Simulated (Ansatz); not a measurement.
## Residual resistivity of an alloy: Au(111) with 4 layers of random Au-Os, 2x2

Aim: the residual resistivity of a random alloy, from Au(111) with 4 layers of random Au-Os, 2x2 and longer regions.

Main program and level: Ansatz 0.2.0; Ansatz plane-wave DFT, PBE, PAW files; ballistic transport by layer matching (Landauer), zero bias; PAW set soft_1.

## 1. Set-up

The cell holds 40 atoms: 28 Au and 12 Os. Its edges and angles: a = 5.768 Å, b = 5.768 Å, c = 23.605 Å, α = 93.5°, β = 86.5°, γ = 120.0°. It derives from Au. Regions: lead, 24 atoms (24 Au); scattering region, 16 atoms (12 Os and 4 Au). The structure is stacked along c, and the current runs across the ab planes.

## 2. With 4 alloy layers

In 4 layers a share of 0.75 of the sites is given to Os at random. The layers about the cell's end stay perfect and serve as the lead. Disorder leaves little or no symmetry, which makes such runs dear. Energies from -0.05 to 0.05 eV in steps of 0.05 eV are too few for the program's thermal sum, so it prints no conductance; for a metal the transmission near the Fermi level serves, at a fraction of the cost.

File input.yaml:

```yaml
crystal:
  lattice:
    - [5.7675164607, 0.0, 0.0]
    - [-2.8837582304, 4.9948157718, 0.0]
    - [1.4418791152, -0.8324692953, 23.5457873532]
  atoms:
    - { symbol: Au, position: [0.9916666667, 0.0083333333, 0.05] }
    - { symbol: Au, position: [0.9916666667, 0.5083333333, 0.05] }
    - { symbol: Au, position: [0.4916666667, 0.0083333333, 0.05] }
    - { symbol: Au, position: [0.4916666667, 0.5083333333, 0.05] }
    - { symbol: Au, position: [0.1416666667, 0.3583333333, 0.15] }
    - { symbol: Au, position: [0.1416666667, 0.8583333333, 0.15] }
    - { symbol: Au, position: [0.6416666667, 0.3583333333, 0.15] }
    - { symbol: Au, position: [0.6416666667, 0.8583333333, 0.15] }
    - { symbol: Au, position: [0.2916666667, 0.2083333333, 0.25] }
    - { symbol: Au, position: [0.2916666667, 0.7083333333, 0.25] }
    - { symbol: Au, position: [0.7916666667, 0.2083333333, 0.25] }
    - { symbol: Au, position: [0.7916666667, 0.7083333333, 0.25] }
    - { symbol: Os, position: [0.9416666667, 0.0583333333, 0.35] }
    - { symbol: Au, position: [0.9416666667, 0.5583333333, 0.35] }
    - { symbol: Os, position: [0.4416666667, 0.0583333333, 0.35] }
    - { symbol: Os, position: [0.4416666667, 0.5583333333, 0.35] }
    - { symbol: Os, position: [0.0916666667, 0.4083333333, 0.45] }
    - { symbol: Au, position: [0.0916666667, 0.9083333333, 0.45] }
    - { symbol: Os, position: [0.5916666667, 0.4083333333, 0.45] }
    - { symbol: Os, position: [0.5916666667, 0.9083333333, 0.45] }
    - { symbol: Os, position: [0.2416666667, 0.2583333333, 0.55] }
    - { symbol: Os, position: [0.2416666667, 0.7583333333, 0.55] }
    - { symbol: Au, position: [0.7416666667, 0.2583333333, 0.55] }
    - { symbol: Os, position: [0.7416666667, 0.7583333333, 0.55] }
    - { symbol: Os, position: [0.8916666667, 0.1083333333, 0.65] }
    - { symbol: Os, position: [0.8916666667, 0.6083333333, 0.65] }
    - { symbol: Au, position: [0.3916666667, 0.1083333333, 0.65] }
    - { symbol: Os, position: [0.3916666667, 0.6083333333, 0.65] }
    - { symbol: Au, position: [0.0416666667, 0.4583333333, 0.75] }
    - { symbol: Au, position: [0.0416666667, 0.9583333333, 0.75] }
    - { symbol: Au, position: [0.5416666667, 0.4583333333, 0.75] }
    - { symbol: Au, position: [0.5416666667, 0.9583333333, 0.75] }
    - { symbol: Au, position: [0.1916666667, 0.3083333333, 0.85] }
    - { symbol: Au, position: [0.1916666667, 0.8083333333, 0.85] }
    - { symbol: Au, position: [0.6916666667, 0.3083333333, 0.85] }
    - { symbol: Au, position: [0.6916666667, 0.8083333333, 0.85] }
    - { symbol: Au, position: [0.8416666667, 0.1583333333, 0.95] }
    - { symbol: Au, position: [0.8416666667, 0.6583333333, 0.95] }
    - { symbol: Au, position: [0.3416666667, 0.1583333333, 0.95] }
    - { symbol: Au, position: [0.3416666667, 0.6583333333, 0.95] }
kpoints:
  mp_grid: { grid: [5, 5, 1] }
hamiltonian:
  xc: pbe
  pseudopotentials: { kind: paw, azcp: { folder: soft_1 } }
scf:
  occupations: { method: fermi_dirac, width: 0.1 }
output:
  transmission:
    leads: [[0, 4]]
    kmesh: [10, 10]
    e_range: [-0.05, 0.05]
    de: 0.05
  write_potential: true
  write_density: true
  volumetric_format: npy
```

Command:

```sh
$ ansatz run input.yaml --threads 4 --pin off --max-ram 15360MiB --backend cpu --events-out ev --progress --plain --runs-dir out
```

Numbers of over 12 decimals in the logs are rounded to 6 here.

What it wrote:

```text
Engine: ansatz 0.2.0, aarch64-unknown-linux-gnu
Pseudopotentials: kind: paw
Pseudopotential: Au, paw, valence charge 19, recommended cutoff 420 eV (normal), soft_1/Au.paw.azcp
Pseudopotential: Os, paw, valence charge 16, recommended cutoff 420 eV (normal), soft_1/Os.paw.azcp
Functional definition: PBE
  parameter kappa = 0.804
  parameter beta = 0.066725
  exchange = pbe_x(kappa = kappa, mu = beta*pi^2/3)
  correlation = pbe_c(beta = beta)
Crystal: 40 atoms, lattice volume = 678.300 Å³
Basis set: ecut = 420 eV, 13321 PW (Γ)
Bands: 435, of which v1, the nominal top of the filled ones, is band 362 counted from 1 (361 counted from 0)
Symmetry: 2 space group operations
Space group: C2 (ITA 5), of the structure as read, at distance tolerance 8.8e-5 Å
k-points: 9 of 25 (time reversal used)
Non-local potential: Au, projectors of the file, l = 0: 3, l = 1: 2, l = 2: 2, l = 3: 1
Non-local potential: Os, projectors of the file, l = 0: 3, l = 1: 2, l = 2: 2, l = 3: 1
PAW form: soft (Blöchl's): semilocal exchange-correlation on the pseudo side does not see the compensation charge
PAW one-centre angular grid: Au, 590 points (default); XC on 64 Gauss nodes
PAW one-centre angular grid: Os, 590 points (default); XC on 64 Gauss nodes
Initial density: superposition of atomic densities (chi_scale 0.1, normalization cell, long waves of neutral atoms (reshape's long-wave potential 12.89 eV rms, cloud 2.80 Å wide))
Initial wavefunctions: pseudopotential atomic-orbital guess
Functional: x = pbe(κ = 0.804, μ = 0.219515), c = pbe(β = 0.066725)
SCF iter   1: F=—  HF=-504940.835224 eV  |F-HF|=—  |Δ(HF+E_count)|=         —  Δρ=2.30e-1  dr2=6.39e3  ethr=3.10e-3  ⟨swp⟩=4.0  Hψ=11477  notcnv=0  defer=157
preconditioner: auto → Kerker (q_TF=auto, 2.758 Å⁻¹)  [metal: Δε(μ)=0.007 eV  Ē_g=7.826 eV  σ=0.100 eV  W_gap=0.02  n_scr=254 (ndim 8)  ℏωp=28.7 eV  f_vac=0.000  D(μ)=60.68/eV (n_scr^D=766)]
SCF iter   2: F=—  HF=-504869.385030 eV  |F-HF|=—  |Δ(HF+E_count)|=    7.15e1  Δρ=7.14e-2  dr2=6.65e2  ethr=3.10e-3  ⟨swp⟩=2.9  Hψ=7061  notcnv=0  defer=344
SCF iter   3: F=—  HF=-504856.106102 eV  |F-HF|=—  |Δ(HF+E_count)|=    1.33e1  Δρ=3.09e-2  dr2=2.57e2  ethr=3.10e-3  ⟨swp⟩=2.0  Hψ=5028  notcnv=0  defer=364
SCF iter   4: F=—  HF=-504851.454576 eV  |F-HF|=—  |Δ(HF+E_count)|=    4.65e0  Δρ=1.29e-2  dr2=5.94e1  ethr=3.10e-3  ⟨swp⟩=2.7  Hψ=4970  notcnv=0  defer=355
SCF iter   5: F=—  HF=-504850.662122 eV  |F-HF|=—  |Δ(HF+E_count)|=   7.92e-1  Δρ=5.58e-3  dr2=6.07e0  ethr=3.10e-3  ⟨swp⟩=1.3  Hψ=4306  notcnv=0  defer=350
SCF iter   6: F=—  HF=-504850.544729 eV  |F-HF|=—  |Δ(HF+E_count)|=   1.17e-1  Δρ=2.12e-3  dr2=9.84e-1  ethr=8.39e-4  ⟨swp⟩=1.3  Hψ=3792  notcnv=0  defer=349
SCF iter   7: F=—  HF=-504850.521653 eV  |F-HF|=—  |Δ(HF+E_count)|=   2.31e-2  Δρ=7.32e-4  dr2=4.71e-2  ethr=1.36e-4  ⟨swp⟩=1.0  Hψ=3565  notcnv=0  defer=349
SCF iter   8: F=—  HF=-504850.519243 eV  |F-HF|=—  |Δ(HF+E_count)|=   2.41e-3  Δρ=2.00e-4  dr2=1.88e-3  ethr=6.51e-6  ⟨swp⟩=1.1  Hψ=3566  notcnv=0  defer=349
SCF iter   9: F=—  HF=-504850.519180 eV  |F-HF|=—  |Δ(HF+E_count)|=   6.25e-5  Δρ=5.54e-5  dr2=2.21e-4  ethr=2.60e-7  ⟨swp⟩=1.9  Hψ=4187  notcnv=0  defer=349
SCF iter  10: F=—  HF=-504850.519253 eV  |F-HF|=—  |Δ(HF+E_count)|=   7.27e-5  Δρ=1.68e-5  dr2=4.53e-5  ethr=3.06e-8  ⟨swp⟩=1.3  Hψ=3568  notcnv=0  defer=349
SCF iter  11: F=—  HF=-504850.519561 eV  |F-HF|=—  |Δ(HF+E_count)|=   3.08e-4  Δρ=7.45e-6  dr2=5.76e-6  ethr=6.25e-9  ⟨swp⟩=1.0  Hψ=3915  notcnv=0  defer=350
SCF iter  12: F=—  HF=-504850.519561 eV  |F-HF|=—  |Δ(HF+E_count)|=   2.07e-7  Δρ=2.20e-6  dr2=2.45e-7  ethr=7.96e-10  ⟨swp⟩=1.1  Hψ=3566  notcnv=0  defer=350
SCF iter  13: F=-504850.519561 eV  HF=-504850.519561 eV  |F-HF|=1.87e-8  |Δ(HF+E_count)|=   1.92e-8  Δρ=7.43e-7  dr2=2.14e-8  ethr=1.38e-11  ⟨swp⟩=10.1  Hψ=13946  notcnv=0
SCF 1 converged in 13 iterations: F = -504850.519561 eV  dr2 = 2.14e-8
  greatest PAW one-centre occupation: 1.000 electrons in one spin orbital (limit 2), on the Au atom at site 22 (counted from 0), in its partial waves of l = 0
transmission: 183 of 1768 steps passed
transmission: 360 of 1768 steps passed
[...]
transmission: 1768 of 1768 steps passed
SCF converged after 13 iterations
Free energy (F): -504850.519561 eV
Harris-Foulkes:  -504850.519561 eV  (|F-HF|=1.87e-8)
Internal energy: -504849.560314 eV  (E = F + TS)
E sigma→0 (E₀):  -504850.039937 eV
Entropy (-TS):   -0.959247 eV (-23.981 meV/atom)
Fermi energy:    20.654354 eV
--- Per-component energies (eV) ---
  E_band       = -7503.466670
  E_kinetic    = 22009.777894
  E_local      = -66792.170749  (includes V_loc(G=0)·N_el)
  E_nonlocal   = 5093.586891
  E_hartree    = 28246.607975
  E_xc         = -8806.943226
  E_vxc        = -10239.257991  (∫ρ·V_xc dr)
  E_paw        = -381037.576299  (= ΣΔE_a)
  E_vpaw       = -14068.662259  (= ΣTr[D̂ρ^β])
  E_aug_tail   = 0.053246  (compensation charges beyond the density's cutoff)
  E_ewald      = -103562.896047
  E_smearing   = -0.959247  (= −TS)
  E_closure    = 0.000000  (closes the sum)
  Σ components = -504850.519561   (vs F -504850.519561, Δ=0.00e0)
--- Band table (eV; the first three rows and the last of 9) ---
  k-point 0: bands = [... 358 lower, 21.0270, 21.0390, 21.0922, 21.2423, 21.2742, 21.3084, 21.3127, 21.3225, ... 69 higher]
  k-point 1: bands = [... 358 lower, 20.6395, 20.6866, 20.7163, 20.8487, 20.8727, 20.9473, 20.9759, 21.0254, ... 69 higher]
  k-point 2: bands = [... 358 lower, 20.3897, 20.4392, 20.4573, 20.5156, 20.5712, 20.5949, 20.6265, 20.7869, ... 69 higher]
  k-point 8: bands = [... 358 lower, 20.3616, 20.4183, 20.4526, 20.4870, 20.5107, 20.5411, 20.5986, 20.7731, ... 69 higher]
--- Transmission ---
  basis      : 253 plane waves across, 34 finite elements along
  points     : 52, standing for a mesh of 10 x 10
  energies   : 3 from -0.050000 to 0.050000 eV about the Fermi level, 0.050000 eV apart; the leads are filled to 0.000000 eV, and channels, transmission and decay are at 0.000000 eV
  crystal 0  : Au4, at the sites [0, 4], period 2.3546 Å, over 14.13 Å; its Hamiltonian steps by up to 25.8 meV: too much for a lead, lay more layers or, if its atoms are ordered, name the step of that order
    offset         : up to 0.0000 Å between an atom of the period and one for which it stands
    channels       : 3.170000e0 a spin
    conductance    : none, the energies end too early or step too widely for 300 K: set another output.transmission.e_range or a lower de, or, where they end at an eighth of basis.ecutwfc, a higher one
  junction   : crystal 0 to crystal 0, 0.70 to 21.89 Å
    transmission   : 1.387470e0 a spin
    conductance    : none, the energies end too early or step too widely for 300 K: set another output.transmission.e_range or a lower de, or, where they end at an eighth of basis.ecutwfc, a higher one
```

The job ended after 13 min (4 threads of Arm Neoverse V1, shared host; peak memory 5.8 GiB; 44 min of CPU time).

Numbers from this step:

```
free energy                                    : -504850.5196 eV
energy at zero smearing                        : -504850.0399 eV
Fermi energy                                   : 20.65 eV
cell area                                      : 28.81 Å²
transmission per spin nearest the Fermi level  : 1.387
open channels per spin nearest the Fermi level : 3.17
step of the lead's potential                   : 25.8 meV
```

Per spin. The transmission, zone mean by energy, zero at the Fermi level:

| energy (eV) | transmission, zone mean |
| --- | --- |
| -0.0500 | 1.37 |
| 0.0000 | 1.39 |
| 0.0500 | 1.41 |

Per spin. Open channels, zone mean, lead against energy, zero at the Fermi level:

```csv
energy (eV),"open channels, zone mean, lead"
-0.0500,3.17
0.0000,3.17
0.0500,3.21
```

Open channels over k1 and k2. At 0.0000 eV from the Fermi level.

Ten even steps from '_' (2.00) to '@' (4.00):
```
++@@++++++@@++++++++
++++@@++++@@++__++++
++++++@@++@@++++__++
++++++++++++++++++++
@@@@@@@@++++++@@@@@@
++++++++++++++++++++
++++__++++@@++@@++++
++++++__++@@++++@@++
++++++++++@@++++++@@
@@++++++++@@++++++++
```
Columns: k1 (b1) from -0.5 to 0.4; rows upwards: k2 (b2) from -0.5 to 0.4.

Over the solved energies the transmission per spin lies between 1.37 and 1.41, out of 3.18 channels of the lead on average (up to 3.21). The log calls the step of a lead's potential too much.

## 3. With 8 alloy layers

In 8 layers a share of 0.75 of the sites is given to Os at random. A fresh draw is used; the growth of the resistance with length is what counts.

System of this step: Au(111) with 8 layers of random Au-Os, 2x2. The cell holds 56 atoms: 32 Au and 24 Os. Cell: a = 5.768 Å, b = 5.768 Å, c = 33.006 Å, α = 87.5°, β = 92.5°, γ = 120.0°. It derives from Au. Regions: lead, 24 atoms (24 Au); scattering region, 32 atoms (8 Au and 24 Os). The structure is stacked along c, and the current runs across the ab planes.

File input.yaml:

```yaml
crystal:
  lattice:
    - [5.7675164607, 0.0, 0.0]
    - [-2.8837582304, 4.9948157718, 0.0]
    - [-1.4418791152, 0.8324692953, 32.9641022945]
  atoms:
    - { symbol: Au, position: [0.005952381, 0.994047619, 0.0357142857] }
    - { symbol: Au, position: [0.005952381, 0.494047619, 0.0357142857] }
    - { symbol: Au, position: [0.505952381, 0.994047619, 0.0357142857] }
    - { symbol: Au, position: [0.505952381, 0.494047619, 0.0357142857] }
    - { symbol: Au, position: [0.1845238095, 0.3154761905, 0.1071428571] }
    - { symbol: Au, position: [0.1845238095, 0.8154761905, 0.1071428571] }
    - { symbol: Au, position: [0.6845238095, 0.3154761905, 0.1071428571] }
    - { symbol: Au, position: [0.6845238095, 0.8154761905, 0.1071428571] }
    - { symbol: Au, position: [0.3630952381, 0.1369047619, 0.1785714286] }
    - { symbol: Au, position: [0.3630952381, 0.6369047619, 0.1785714286] }
    - { symbol: Au, position: [0.8630952381, 0.1369047619, 0.1785714286] }
    - { symbol: Au, position: [0.8630952381, 0.6369047619, 0.1785714286] }
    - { symbol: Au, position: [0.0416666667, 0.9583333333, 0.25] }
    - { symbol: Os, position: [0.0416666667, 0.4583333333, 0.25] }
    - { symbol: Os, position: [0.5416666667, 0.9583333333, 0.25] }
    - { symbol: Os, position: [0.5416666667, 0.4583333333, 0.25] }
    - { symbol: Os, position: [0.2202380952, 0.2797619048, 0.3214285714] }
    - { symbol: Os, position: [0.2202380952, 0.7797619048, 0.3214285714] }
    - { symbol: Os, position: [0.7202380952, 0.2797619048, 0.3214285714] }
    - { symbol: Au, position: [0.7202380952, 0.7797619048, 0.3214285714] }
    - { symbol: Os, position: [0.3988095238, 0.1011904762, 0.3928571429] }
    - { symbol: Os, position: [0.3988095238, 0.6011904762, 0.3928571429] }
    - { symbol: Os, position: [0.8988095238, 0.1011904762, 0.3928571429] }
    - { symbol: Au, position: [0.8988095238, 0.6011904762, 0.3928571429] }
    - { symbol: Os, position: [0.0773809524, 0.9226190476, 0.4642857143] }
    - { symbol: Os, position: [0.0773809524, 0.4226190476, 0.4642857143] }
    - { symbol: Au, position: [0.5773809524, 0.9226190476, 0.4642857143] }
    - { symbol: Os, position: [0.5773809524, 0.4226190476, 0.4642857143] }
    - { symbol: Os, position: [0.255952381, 0.244047619, 0.5357142857] }
    - { symbol: Os, position: [0.255952381, 0.744047619, 0.5357142857] }
    - { symbol: Os, position: [0.755952381, 0.244047619, 0.5357142857] }
    - { symbol: Os, position: [0.755952381, 0.744047619, 0.5357142857] }
    - { symbol: Au, position: [0.4345238095, 0.0654761905, 0.6071428571] }
    - { symbol: Os, position: [0.4345238095, 0.5654761905, 0.6071428571] }
    - { symbol: Au, position: [0.9345238095, 0.0654761905, 0.6071428571] }
    - { symbol: Os, position: [0.9345238095, 0.5654761905, 0.6071428571] }
    - { symbol: Os, position: [0.1130952381, 0.8869047619, 0.6785714286] }
    - { symbol: Os, position: [0.1130952381, 0.3869047619, 0.6785714286] }
    - { symbol: Os, position: [0.6130952381, 0.8869047619, 0.6785714286] }
    - { symbol: Os, position: [0.6130952381, 0.3869047619, 0.6785714286] }
    - { symbol: Os, position: [0.2916666667, 0.2083333333, 0.75] }
    - { symbol: Os, position: [0.2916666667, 0.7083333333, 0.75] }
    - { symbol: Au, position: [0.7916666667, 0.2083333333, 0.75] }
    - { symbol: Au, position: [0.7916666667, 0.7083333333, 0.75] }
    - { symbol: Au, position: [0.4702380952, 0.0297619048, 0.8214285714] }
    - { symbol: Au, position: [0.4702380952, 0.5297619048, 0.8214285714] }
    - { symbol: Au, position: [0.9702380952, 0.0297619048, 0.8214285714] }
    - { symbol: Au, position: [0.9702380952, 0.5297619048, 0.8214285714] }
    - { symbol: Au, position: [0.1488095238, 0.8511904762, 0.8928571429] }
    - { symbol: Au, position: [0.1488095238, 0.3511904762, 0.8928571429] }
    - { symbol: Au, position: [0.6488095238, 0.8511904762, 0.8928571429] }
    - { symbol: Au, position: [0.6488095238, 0.3511904762, 0.8928571429] }
    - { symbol: Au, position: [0.3273809524, 0.1726190476, 0.9642857143] }
    - { symbol: Au, position: [0.3273809524, 0.6726190476, 0.9642857143] }
    - { symbol: Au, position: [0.8273809524, 0.1726190476, 0.9642857143] }
    - { symbol: Au, position: [0.8273809524, 0.6726190476, 0.9642857143] }
kpoints:
  mp_grid: { grid: [5, 5, 1] }
hamiltonian:
  xc: pbe
  pseudopotentials: { kind: paw, azcp: { folder: soft_1 } }
scf:
  occupations: { method: fermi_dirac, width: 0.1 }
output:
  transmission:
    leads: [[0, 4]]
    kmesh: [10, 10]
    e_range: [-0.05, 0.05]
    de: 0.05
  write_potential: true
  write_density: true
  volumetric_format: npy
```

What it wrote:

```text
[...]
Crystal: 56 atoms, lattice volume = 949.619 Å³
Basis set: ecut = 420 eV, 18659 PW (Γ)
Bands: 596, of which v1, the nominal top of the filled ones, is band 496 counted from 1 (495 counted from 0)
Symmetry: 1 space group operations
[...]
k-points: 13 of 25 (time reversal used)
[...]
SCF iter   1: F=—  HF=-694210.063590 eV  |F-HF|=—  |Δ(HF+E_count)|=         —  Δρ=2.57e-1  dr2=1.73e4  ethr=3.10e-3  ⟨swp⟩=4.0  Hψ=22426  notcnv=0  defer=275
[...]
SCF iter  14: F=-694075.456496 eV  HF=-694075.456496 eV  |F-HF|=9.60e-8  |Δ(HF+E_count)|=   2.77e-8  Δρ=6.79e-7  dr2=9.81e-8  ethr=1.01e-11  ⟨swp⟩=8.2  Hψ=25566  notcnv=0
SCF 1 converged in 14 iterations: F = -694075.456496 eV  dr2 = 9.81e-8
[...]
transmission: 286 of 2860 steps passed
transmission: 572 of 2860 steps passed
[...]
transmission: 2860 of 2860 steps passed
SCF converged after 14 iterations
Free energy (F): -694075.456496 eV
[...]
Internal energy: -694073.896517 eV  (E = F + TS)
E sigma→0 (E₀):  -694074.676507 eV
Entropy (-TS):   -1.559979 eV (-27.857 meV/atom)
Fermi energy:    20.651635 eV
[...]
--- Band table (eV; the first three rows and the last of 13) ---
  k-point 0: bands = [... 492 lower, 21.0593, 21.0891, 21.1214, 21.1284, 21.1867, 21.2331, 21.2683, 21.3025, ... 96 higher]
  k-point 1: bands = [... 492 lower, 20.7554, 20.7945, 20.8326, 20.8650, 20.9118, 20.9522, 20.9852, 21.0069, ... 96 higher]
  k-point 2: bands = [... 492 lower, 20.3614, 20.4015, 20.4323, 20.4711, 20.5005, 20.5270, 20.5710, 20.6043, ... 96 higher]
  k-point 12: bands = [... 492 lower, 20.5081, 20.5305, 20.5761, 20.6106, 20.6522, 20.7011, 20.7414, 20.7592, ... 96 higher]
--- Transmission ---
  basis      : 253 plane waves across, 55 finite elements along
  points     : 52, standing for a mesh of 10 x 10
[...]
channels       : 3.210000e0 a spin
[...]
junction   : crystal 0 to crystal 0, 0.70 to 31.31 Å
    transmission   : 1.094144e0 a spin
[...]
```

The job ended after 24 min (4 threads; peak memory 11 GiB; 1.6 h of CPU time).

This step gave:

- free energy: -694075.4565 eV
- energy at zero smearing: -694074.6765 eV
- transmission per spin nearest the Fermi level: 1.094
- open channels per spin nearest the Fermi level: 3.21
- step of the lead's potential: 19.1 meV

Per spin. Transmission, zone mean against energy, zero at the Fermi level:

```
energy (eV)  transmission, zone mean
    -0.0500                     1.09
     0.0000                     1.09
     0.0500                     1.11
```

Over the solved energies the transmission per spin lies between 1.09 and 1.11, out of 3.21 channels of the lead on average (up to 3.21).

[end of part 1 of 2]

[Logs are printed without paths, hosts, clocks, repeated set-up lines and the standing remarks that a program may print on its own settings, such as how far it seeks lower states.]

[Hosts, paths, dates, database ids (printed as entryN), source tags and the programs' standing remarks are cut or masked in the printed files.]
